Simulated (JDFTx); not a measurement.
Crystal: Cl.

```
Cl
1.0
     3.14500   -2.25000    0.00000
     3.14500    2.25000    0.00000
     0.00000    0.00000    8.21000
Cl
4
Direct
  0.37000 0.63000 0.40000
  0.13000 0.87000 0.90000
  0.63000 0.37000 0.60000
  0.87000 0.13000 0.10000
```

* Program: JDFTx 1.7.0 (patched build)
* Task: single point
* Functional: PBEsol
* Potentials or basis: PseudoDojo-SR-PBEsol-0.4.1-standard with smoothed tails
* Cutoff: 789 eV
* Density cutoff: 6313 eV
* k mesh: 7 × 7 × 4
* Occupations: fermi-dirac, width 0.05 eV
* Spin: no spin polarisation

On this cell: pressure -0.9 GPa; largest force 0.173 eV/Å; band gap on the k mesh 2.41 eV, indirect (least direct gap 2.46 eV).

The same run follows on a disturbed copy (atoms moved at random, drawn with an rms of 0.05 Å):

```xyz
4
Lattice="3.1450 -2.2500 0.0000 3.1450 2.2500 0.0000 0.0000 0.0000 8.2100" Properties=species:S:1:pos:R:3 pbc="T T T"
Cl    3.1942    0.5447    3.2853
Cl    3.1545    1.7107    7.4021
Cl    3.1272   -0.5831    4.9371
Cl    3.1560   -1.6490    0.8095
```

Q: What changes?

A: The energy moves by +0.5 meV/atom; pressure 0.0 GPa; largest force 0.519 eV/Å; band gap on the k mesh 2.53 eV, indirect (least direct gap 2.57 eV).

Forces on the atoms (eV/Å):
```
Cl  -0.031 -0.011 -0.111
Cl  -0.007 -0.207 -0.471
Cl   0.030  0.000  0.110
Cl   0.007  0.219  0.471
```

Stress tensor (GPa, compression positive):
```
 0.13 -0.01  0.03
-0.01 -0.27  0.55
 0.03  0.55  0.06
```

Caveats: the empty levels aren't tightly converged; an odd mesh through Γ misses points on the zone boundary, where band edges often lie.
